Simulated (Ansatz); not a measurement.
# Ir: the cell at several levels of theory, part 2 of 2

Ansatz 0.2.0, plane waves.

## (3) Relaxation with r2SCAN

The COD entry's cell or inner coordinates are ideal or old and differ from later refinements, so a difference from it is no clean test against experiment.

It starts from the cell of step 2.

Contents of input.yaml:

```yaml
crystal:
  lattice:
    - [0.0, 1.9353746387, 1.9353746387]
    - [1.9353746387, 0.0, 1.9353746387]
    - [1.9353746387, 1.9353746387, 0.0]
  atoms:
    - { symbol: Ir, position: [0.0, 0.0, 0.0] }
kpoints:
  mp_grid: { grid: [10, 10, 10] }
hamiltonian:
  xc: r2scan
scf:
  occupations: { method: fermi_dirac, width: 0.02 }
relax:
  f_tol: 0.005
  cell: {}
```

On the command line:

```console
> ansatz run input.yaml --threads 1 --pin off --max-ram 2304MiB --backend cpu --events-out ev --progress --plain --runs-dir out
```

Output:

```text
Warning: RAYON_NUM_THREADS=1 ignored (pool sized by the plan → 1); use --threads N
Engine: ansatz 0.2.0, aarch64-unknown-linux-gnu
Pseudopotentials: kind: paw
Pseudopotential: Ir, paw, valence charge 17, recommended cutoff 500 eV (meta_gga), Ir.paw.azcp
Functional definition: r2SCAN
  parameter k0 = 0.174
  parameter k1 = 0.065
  parameter a1 = 4.9479
  exchange = r2scan_x(k0 = k0, k1 = k1, a1 = a1)
  correlation = r2scan_c
Crystal: 1 atoms, lattice volume = 14.499 Å³
Basis set: ecut = 500 eV, 339 PW (Γ), exchange–correlation on 80×80×80 points (64 copies of the dense FFT grid, shifted against one another)
Bands: 13, of which v1, the nominal top of the filled ones, is band 9 counted from 1 (8 counted from 0)
Symmetry: 48 space group operations
Space group: Fm-3m (ITA 225), of the structure as read, at distance tolerance 2.4e-5 Å
k-points: 47 of 1000
Non-local potential: Ir, projectors of the file, l = 0: 3, l = 1: 2, l = 2: 2, l = 3: 1
PAW form: soft (Blöchl's): semilocal exchange-correlation on the pseudo side does not see the compensation charge
PAW frozen core: Ir, regenerated for the run's functional (the file was generated under x = pbe(κ = 0.804, μ = 0.2195149727645171), c = pbe(β = 0.06672455060314922))
PAW one-centre angular grid: Ir, 590 points (default); XC on 160 Gauss nodes
Initial density: superposition of atomic densities (neutral atoms: chi_scale 0, normalization atom), corrected by the library's trained network
Initial wavefunctions: pseudopotential atomic-orbital guess
Functional: x = r2scan, c = r2scan; τ floored in thin density (d = 2e-4 eV/Å³)
SCF iter   1: F=—  HF=-11948.697974 eV  |F-HF|=—  |Δ(HF+E_count)|=         —  Δρ=1.29e-2  dr2=8.35e-3  dr2_τ=3.64e-2  ethr=1.77e-3  ⟨swp⟩=5.9  Hψ=3396  notcnv=0
preconditioner: auto → none  [metal: Δε(μ)=0.041 eV  Ē_g=14.603 eV  σ=0.020 eV  W_gap=0.43  n_scr=0 (ndim 8)  ℏωp=29.3 eV  f_vac=0.000  D(μ)=1.43/eV (n_scr^D=14)]
SCF iter   2: F=—  HF=-11948.724474 eV  |F-HF|=—  |Δ(HF+E_count)|=   2.65e-2  Δρ=6.78e-3  dr2=1.28e-3  dr2_τ=4.46e-4  ethr=4.91e-5  ⟨swp⟩=2.0  Hψ=1391  notcnv=0  defer=18
SCF iter   3: F=—  HF=-11948.725367 eV  |F-HF|=—  |Δ(HF+E_count)|=   8.93e-4  Δρ=1.86e-3  dr2=1.01e-4  dr2_τ=4.06e-5  ethr=7.51e-6  ⟨swp⟩=2.2  Hψ=972  notcnv=0  defer=18
SCF iter   4: F=—  HF=-11948.725445 eV  |F-HF|=—  |Δ(HF+E_count)|=   7.76e-5  Δρ=1.52e-4  dr2=1.75e-6  dr2_τ=1.73e-7  ethr=5.95e-7  ⟨swp⟩=2.1  Hψ=834  notcnv=0  defer=18
SCF iter   5: F=—  HF=-11948.725447 eV  |F-HF|=—  |Δ(HF+E_count)|=   2.30e-6  Δρ=5.06e-5  dr2=1.53e-7  dr2_τ=3.39e-8  ethr=1.03e-8  ⟨swp⟩=2.3  Hψ=863  notcnv=0  defer=18
SCF iter   6: F=-11948.725447 eV  HF=-11948.725447 eV  |F-HF|=6.26e-9  |Δ(HF+E_count)|=   1.17e-7  Δρ=1.47e-5  dr2=1.57e-8  dr2_τ=1.62e-9  ethr=5.88e-10  ⟨swp⟩=4.0  Hψ=1828  notcnv=0
SCF 1 converged in 6 iterations: F = -11948.725447 eV  dr2 = 1.57e-8
relax step   1: F+E_penalty+E_count = -11948.72544705 eV  Δ(F+E_penalty+E_count) = +0.000e0 eV  max|allowed force component| = 0.000e0 eV/Å  Δτ_max = 0.0000 Å  P = -7.368 GPa  Ω = 14.499 Å³  (6 SCF iters, dr2 threshold 1.00e-7 eV, accepted)
Crystal: 1 atoms, lattice volume = 13.633 Å³
Basis set: ecut = 500 eV, 331 PW (Γ), exchange–correlation on 80×80×80 points (64 copies of the dense FFT grid, shifted against one another)
Initial density: handed on by an earlier stage of this run
Initial wavefunctions: those handed on with the density
iter 1 solved again at ethr=4.98e-6 eV; its pass at ethr=3.10e-3 eV (dr2=8.46e-4 eV) is discarded
SCF iter   1: F=—  HF=-11948.604556 eV  |F-HF|=—  |Δ(HF+E_count)|=         —  Δρ=2.93e-3  dr2=8.39e-4  dr2_τ=1.39e-1  ethr=4.98e-6  ⟨swp⟩=2.1  Hψ=4312  notcnv=0
automatic band count: iteration 1 solves 12 bands in place of 13: the levels show a gap, and the empty bands left out lie too high to hold charge; the band table lists the bands solved (type scf.n_extra_bands for more)
preconditioner: auto → none  [metal: Δε(μ)=0.031 eV  Ē_g=13.309 eV  σ=0.020 eV  W_gap=0.35  n_scr=0 (ndim 8)  ℏωp=30.2 eV  f_vac=0.000  D(μ)=1.42/eV (n_scr^D=14)]
SCF iter   2: F=—  HF=-11948.703332 eV  |F-HF|=—  |Δ(HF+E_count)|=   9.88e-2  Δρ=1.74e-3  dr2=2.48e-4  dr2_τ=1.29e-4  ethr=4.94e-6  ⟨swp⟩=7.4  Hψ=3401  notcnv=0  defer=21
automatic band count: iteration 2 solves 13 bands in place of 12: the levels no longer show a gap clear of their residuals, so the SCF keeps every band
SCF iter   3: F=—  HF=-11948.703362 eV  |F-HF|=—  |Δ(HF+E_count)|=   3.07e-5  Δρ=9.60e-4  dr2=4.24e-5  dr2_τ=1.28e-5  ethr=1.46e-6  ⟨swp⟩=1.0  Hψ=987  notcnv=0  defer=21
SCF iter   4: F=—  HF=-11948.703464 eV  |F-HF|=—  |Δ(HF+E_count)|=   1.02e-4  Δρ=2.95e-4  dr2=1.08e-5  dr2_τ=1.79e-6  ethr=2.49e-7  ⟨swp⟩=2.0  Hψ=949  notcnv=0  defer=21
SCF iter   5: F=—  HF=-11948.703462 eV  |F-HF|=—  |Δ(HF+E_count)|=   2.11e-6  Δρ=9.27e-5  dr2=9.87e-7  dr2_τ=8.85e-8  ethr=6.37e-8  ⟨swp⟩=2.4  Hψ=860  notcnv=0  defer=21
SCF iter   6: F=-11948.703462 eV  HF=-11948.703462 eV  |F-HF|=2.24e-8  |Δ(HF+E_count)|=   2.46e-7  Δρ=2.15e-5  dr2=4.74e-8  dr2_τ=5.07e-9  ethr=5.88e-10  ⟨swp⟩=3.0  Hψ=2242  notcnv=0
SCF 2 converged in 6 iterations: F = -11948.703462 eV  dr2 = 4.74e-8
relax step   2: F+E_penalty+E_count = -11948.70346173 eV  Δ(F+E_penalty+E_count) = +2.199e-2 eV  max|allowed force component| = 0.000e0 eV/Å  Δτ_max = 0.0000 Å  P = +17.250 GPa  Ω = 13.633 Å³  energy of the carried Pulay correction = +6.425e-4 eV  (6 SCF iters, dr2 threshold 1.00e-7 eV, rejected (line search))
Crystal: 1 atoms, lattice volume = 14.228 Å³
iter 1 solved again at ethr=6.24e-6 eV; its pass at ethr=3.10e-3 eV (dr2=1.06e-3 eV) is discarded
SCF iter   1: F=—  HF=-11948.671122 eV  |F-HF|=—  |Δ(HF+E_count)|=         —  Δρ=3.19e-3  dr2=1.29e-3  dr2_τ=6.86e-2  ethr=6.24e-6  ⟨swp⟩=1.4  Hψ=3996  notcnv=0
automatic band count: iteration 1 solves 12 bands in place of 13: the levels show a gap, and the empty bands left out lie too high to hold charge; the band table lists the bands solved (type scf.n_extra_bands for more)
preconditioner: auto → none  [insulator: Δε(μ)=0.074 eV  Ē_g=12.695 eV  σ=0.020 eV  W_gap=0.58  n_scr=0 (ndim 8)  ℏωp=29.5 eV  f_vac=0.000  D(μ)=1.22/eV (n_scr^D=14)  ε∞_Penn≈6.4]
SCF iter   2: F=—  HF=-11948.732693 eV  |F-HF|=—  |Δ(HF+E_count)|=   6.16e-2  Δρ=2.47e-3  dr2=7.57e-4  dr2_τ=3.02e-4  ethr=6.24e-6  ⟨swp⟩=2.0  Hψ=1127  notcnv=0
SCF iter   3: F=—  HF=-11948.732473 eV  |F-HF|=—  |Δ(HF+E_count)|=   2.20e-4  Δρ=1.15e-3  dr2=1.34e-4  dr2_τ=2.56e-5  ethr=4.45e-6  ⟨swp⟩=2.2  Hψ=837  notcnv=0
SCF iter   4: F=—  HF=-11948.732502 eV  |F-HF|=—  |Δ(HF+E_count)|=   2.90e-5  Δρ=5.93e-4  dr2=4.74e-5  dr2_τ=5.61e-6  ethr=7.88e-7  ⟨swp⟩=2.0  Hψ=921  notcnv=0
SCF iter   5: F=—  HF=-11948.732490 eV  |F-HF|=—  |Δ(HF+E_count)|=   1.16e-5  Δρ=3.21e-4  dr2=1.42e-5  dr2_τ=8.41e-7  ethr=2.79e-7  ⟨swp⟩=1.9  Hψ=721  notcnv=0
SCF iter   6: F=—  HF=-11948.732495 eV  |F-HF|=—  |Δ(HF+E_count)|=   5.28e-6  Δρ=1.31e-4  dr2=2.34e-6  dr2_τ=1.79e-7  ethr=8.33e-8  ⟨swp⟩=2.3  Hψ=850  notcnv=0
SCF iter   7: F=—  HF=-11948.732498 eV  |F-HF|=—  |Δ(HF+E_count)|=   2.49e-6  Δρ=5.22e-5  dr2=3.68e-7  dr2_τ=3.66e-8  ethr=1.38e-8  ⟨swp⟩=2.2  Hψ=784  notcnv=0
SCF iter   8: F=—  HF=-11948.732497 eV  |F-HF|=—  |Δ(HF+E_count)|=   1.30e-6  Δρ=1.17e-5  dr2=1.81e-8  dr2_τ=1.79e-9  ethr=2.16e-9  ⟨swp⟩=2.4  Hψ=820  notcnv=0
SCF iter   9: F=—  HF=-11948.732497 eV  |F-HF|=—  |Δ(HF+E_count)|=   5.53e-9  Δρ=8.04e-7  dr2=7.90e-11  dr2_τ=7.70e-12  ethr=1.07e-10  ⟨swp⟩=2.2  Hψ=838  notcnv=0
SCF iter  10: F=-11948.732497 eV  HF=-11948.732497 eV  |F-HF|=5.46e-12  |Δ(HF+E_count)|=  3.27e-11  Δρ=7.22e-8  dr2=1.77e-13  dr2_τ=5.69e-13  ethr=1.00e-12  ⟨swp⟩=5.4  Hψ=2339  notcnv=0
SCF 3 converged in 10 iterations: F = -11948.732497 eV  dr2 = 1.77e-13
relax step   3: F+E_penalty+E_count = -11948.73249661 eV  Δ(F+E_penalty+E_count) = -7.050e-3 eV  max|allowed force component| = 0.000e0 eV/Å  Δτ_max = 0.0000 Å  P = -0.626 GPa  Ω = 14.228 Å³  energy of the carried Pulay correction = +1.965e-4 eV  (10 SCF iters, accepted)
Crystal: 1 atoms, lattice volume = 14.204 Å³
iter 1 solved again at ethr=7.94e-9 eV; its pass at ethr=3.10e-3 eV (dr2=1.35e-6 eV) is discarded
SCF iter   1: F=—  HF=-11948.732468 eV  |F-HF|=—  |Δ(HF+E_count)|=         —  Δρ=1.12e-4  dr2=1.56e-6  dr2_τ=1.09e-4  ethr=7.94e-9  ⟨swp⟩=2.0  Hψ=3835  notcnv=0
automatic band count: iteration 1 solves 12 bands in place of 13: the levels show a gap, and the empty bands left out lie too high to hold charge; the band table lists the bands solved (type scf.n_extra_bands for more)
preconditioner: auto → none  [insulator: Δε(μ)=0.065 eV  Ē_g=12.768 eV  σ=0.020 eV  W_gap=0.55  n_scr=0 (ndim 8)  ℏωp=29.6 eV  f_vac=0.000  D(μ)=1.27/eV (n_scr^D=14)  ε∞_Penn≈6.4]
SCF iter   2: F=—  HF=-11948.732561 eV  |F-HF|=—  |Δ(HF+E_count)|=   9.32e-5  Δρ=7.67e-5  dr2=6.81e-7  dr2_τ=3.02e-7  ethr=7.94e-9  ⟨swp⟩=2.0  Hψ=970  notcnv=0
SCF iter   3: F=—  HF=-11948.732561 eV  |F-HF|=—  |Δ(HF+E_count)|=   1.73e-7  Δρ=3.61e-5  dr2=1.06e-7  dr2_τ=2.30e-8  ethr=4.01e-9  ⟨swp⟩=2.7  Hψ=853  notcnv=0
SCF iter   4: F=-11948.732561 eV  HF=-11948.732561 eV  |F-HF|=3.83e-8  |Δ(HF+E_count)|=   8.17e-8  Δρ=1.96e-5  dr2=5.25e-8  dr2_τ=6.19e-9  ethr=5.88e-10  ⟨swp⟩=4.0  Hψ=1924  notcnv=0
SCF 4 converged in 4 iterations: F = -11948.732561 eV  dr2 = 5.25e-8
relax step   4: F+E_penalty+E_count = -11948.73256065 eV  Δ(F+E_penalty+E_count) = -6.404e-5 eV  max|allowed force component| = 0.000e0 eV/Å  Δτ_max = 0.0000 Å  P = +0.026 GPa  Ω = 14.204 Å³  energy of the carried Pulay correction = +2.146e-4 eV  (4 SCF iters, dr2 threshold 1.00e-7 eV, accepted)
Initial wavefunctions: pseudopotential atomic-orbital guess (no wavefunctions were taken with the density)
iter 1 solved again at ethr=1.75e-8 eV; its pass at ethr=3.10e-3 eV (dr2=2.98e-6 eV) is discarded
SCF iter   1: F=—  HF=-11948.732345 eV  |F-HF|=—  |Δ(HF+E_count)|=         —  Δρ=8.15e-5  dr2=1.48e-7  dr2_τ=1.41e-6  ethr=1.75e-8  ⟨swp⟩=3.0  Hψ=5043  notcnv=0
preconditioner: auto → none  [insulator: Δε(μ)=0.065 eV  Ē_g=14.817 eV  σ=0.020 eV  W_gap=0.55  n_scr=0 (ndim 8)  ℏωp=29.6 eV  f_vac=0.000  D(μ)=1.26/eV (n_scr^D=14)  ε∞_Penn≈5.0]
SCF iter   2: F=—  HF=-11948.732340 eV  |F-HF|=—  |Δ(HF+E_count)|=   5.49e-6  Δρ=3.78e-5  dr2=2.42e-8  dr2_τ=2.48e-8  ethr=8.73e-10  ⟨swp⟩=2.1  Hψ=1005  notcnv=0
SCF iter   3: F=—  HF=-11948.732340 eV  |F-HF|=—  |Δ(HF+E_count)|=   1.77e-8  Δρ=7.33e-6  dr2=1.31e-9  dr2_τ=1.65e-9  ethr=1.42e-10  ⟨swp⟩=2.0  Hψ=975  notcnv=0
SCF iter   4: F=—  HF=-11948.732340 eV  |F-HF|=—  |Δ(HF+E_count)|=  7.95e-10  Δρ=9.00e-7  dr2=2.95e-11  dr2_τ=1.95e-11  ethr=7.71e-12  ⟨swp⟩=2.0  Hψ=828  notcnv=0
SCF iter   5: F=-11948.732340 eV  HF=-11948.732340 eV  |F-HF|=1.27e-11  |Δ(HF+E_count)|=  4.00e-11  Δρ=1.64e-7  dr2=1.52e-12  dr2_τ=9.26e-13  ethr=1.00e-12  ⟨swp⟩=5.0  Hψ=2222  notcnv=0
SCF 5 converged in 5 iterations: F = -11948.732340 eV  dr2 = 1.52e-12
relax step   5: F+E_penalty+E_count = -11948.73233953 eV  Δ(F+E_penalty+E_count) = +2.211e-4 eV  max|allowed force component| = 0.000e0 eV/Å  Δτ_max = 0.0000 Å  P = +0.015 GPa  Ω = 14.204 Å³  stress off target by 1.50e-2 GPa  SCF on the basis re-selected at this cell (its energy is not comparable with the rows above)  (5 SCF iters)
basis re-selected at this cell: Δ(F+E_penalty+E_count) = +2.211e-4 eV, ΔP = -0.011 GPa vs the last step (what re-selecting the basis moved, of the pressure what is left beyond the Pulay correction that the steps carried, after the strain that the cell walked since its last selection, with what the two solves' SCF thresholds leave and, on support functions, any second-order correction that the steps lacked; it is no measure of the basis error at this ecutwfc). This SCF's stress stands 1.50e-2 GPa from its target on what of the cell is left free (relax.cell.stress_tol is 5.00e-2 GPa) and its largest allowed force component is 0.00e0 eV/Å (relax.f_tol is 5.00e-3 eV/Å): within both
SCF converged after 5 iterations
Free energy (F): -11948.732340 eV
Harris-Foulkes:  -11948.732340 eV  (|F-HF|=1.27e-11)
Internal energy: -11948.730829 eV  (E = F + TS)
E sigma→0 (E₀):  -11948.731584 eV
Entropy (-TS):   -0.001510 eV (-1.510 meV/atom)
Fermi energy:    25.536707 eV
--- Per-component energies (eV) ---
  E_band       = -102.576429
  E_kinetic    = 623.491022
  E_local      = -1070.711166  (includes V_loc(G=0)·N_el)
  E_nonlocal   = 73.910169
  E_hartree    = 411.652947
  E_xc         = -255.498669
  E_vxc        = -333.594863  (∫ρ·V_xc dr)
  E_paw        = -9249.694931  (= ΣΔE_a)
  E_vpaw       = -239.675353  (= ΣTr[D̂ρ^β])
  E_aug_tail   = -0.000017  (compensation charges beyond the density's cutoff)
  E_vtau       = 20.697843  (kinetic-family band-sum trace: ∫τ·v_τ [+ j·A + Jᵃ·Aᵃ] dr)
  E_ewald      = -2481.563291
  E_core_change = -0.316894  (= ΣΔE_core)
  E_smearing   = -0.001510  (= −TS)
  E_closure    = 0.000000  (closes the sum)
  Σ components = -11948.732340   (vs F -11948.732340, Δ=0.00e0)
--- Forces (eV/Å), atoms counted from 1 ---
  atom   1  Ir     0.00000000    -0.00000000    -0.00000000
  max |Σ_I F_I| component: 3.70e-32 eV/Å
--- Stress (GPa, compression-positive) ---
        0.014978       0.000000      -0.000000
        0.000000       0.014978       0.000000
       -0.000000       0.000000       0.014978
  P = ⅓ Tr σ = 0.0150 GPa (0.150 kbar)
--- Relaxed structure (4 steps of the walk, 3 accepted, 1 SCFs on fresh bases) ---
  F+E_penalty+E_count = -11948.73233953 eV   max|allowed force component| = 0.000e0 eV/Å   (the final SCF, on the basis selected at the relaxed cell)
  cell:  # Å, volume = 14.2037 Å³
    - [-2.038148813158236e-34, 1.922164581554132, 1.922164581554132]
    - [1.922164581554132, -1.452181029375243e-33, 1.922164581554132]
    - [1.922164581554132, 1.922164581554132, -1.7579033513489784e-33]
  atoms:
    - { symbol: Ir, position: [0.0, 0.0, 0.0] }
```

It took 6.9 s on 1 thread of Arm Neoverse V1, shared host; peak memory 0.3 GiB.

Ionic steps:

| step | energy change (meV/atom) | largest force (eV/Å) | pressure (GPa) | volume (Å³/atom) |
| --- | --- | --- | --- | --- |
| 1 | 0.0 | 0.0000 | -7.37 | 14.499 |
| 2* | 22.0 | 0.0000 | 17.25 | 13.633 |
| 3 | -7.1 | 0.0000 | -0.63 | 14.228 |
| 4 | -7.1 | 0.0000 | 0.03 | 14.204 |
| 5 | -6.9 | 0.0000 | 0.01 | 14.204 |

A star marks a trial step that the optimiser took back.

Step 5 solves the same cell on a plane-wave basis chosen anew, so the energy can jump there without a move.

The table lists every geometry solved, with passes on a fresh basis, whose energies don't compare exactly with the rows above.

```
                       before   after   change
                a (Å)   3.871   3.844  -0.68 %
     volume (Å³/atom)  14.499  14.204  -2.03 %
shortest distance (Å)   2.737   2.718  -0.68 %
          space group   Fm-3m   Fm-3m     same
```

## (4) The cells side by side

The summary covers parts 1 to 2.

```
 level  a (Å)  volume (Å³/atom)  space group  SCF geometries
   PBE  3.871            14.499        Fm-3m               6
r2SCAN  3.844            14.204        Fm-3m               5
```

**Reading.** From the start to the first minimum the volume moved by +3.1 %. r2SCAN gives the smallest cell and PBE the largest; they differ by 2.1 % in volume, a mean of 0.7 % in length. A measured a is 3.8394 Å (299.15 K; a printed reference work, data compilation); the misses are PBE +0.8 %, r2SCAN +0.1 %. 3 values of this kind are on record (3.837 to 3.8394 Å); this one was drawn at random. The calculation is for a static lattice, without the thermal expansion and zero-point motion that a measured cell holds.
